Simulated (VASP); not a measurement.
Wanted: the native input for a VASP 6.6.1 run.

```yaml
Task: single point
Functional: PBE
Potentials_or_basis: VASP PAW PBE potentials, release 64 (Cu)
Cutoff: 520 eV
k_mesh: 18 × 18 × 10
Occupations: gaussian, width 0.05 eV
Spin: no spin polarisation
Dipole_correction: no
Further_INCAR_settings: ALGO = Normal; EDIFF = 1e-06; NBANDS = 18
```

The structure of Cu lies in POSCAR:

```
Cu
1.0
    2.5677257830      0.0000000000      0.0000000000
   -1.2838628915      2.2237157580      0.0000000000
    0.0000000000      0.0000000000      4.1903958827
Cu
2
Direct
    0.3333333333      0.6666666667      0.7500000000
    0.6666666667      0.3333333333      0.2500000000
```

The cell was built by a generator and needn't be a form met in nature.

These files were run (other wordings do the same):

INCAR

```
SYSTEM = Cu
PREC = Accurate ; ENCUT = 520
EDIFF = 1E-6 ; ISMEAR = 0
SIGMA = 0.05 ; LREAL = .FALSE.
LASPH = .TRUE. ; NELM = 100
ALGO = Normal ; ISIF = 2
LWAVE = .FALSE. ; LCHARG = .FALSE.
GGA = PE ; NBANDS = 18
```

KPOINTS

```
regular mesh
0
G
  18 18 10
  0 0 0
```

Potentials or basis: VASP PAW PBE potentials, release 64 (Cu).

Run with:

```sh
$ cat potpaw_PBE.64/Cu/POTCAR > POTCAR
$ mpirun -np 1 vasp_std > vasp.out
```

Results of the run:

- Pressure: 0.8 GPa
- Band gap on the k mesh: none (metal or under the smearing width)

Wall time 26 s on 1 thread of Intel(R) Xeon(R) 6975P-C (Granite Rapids), with other jobs on the host, peak memory 0.2 GiB.
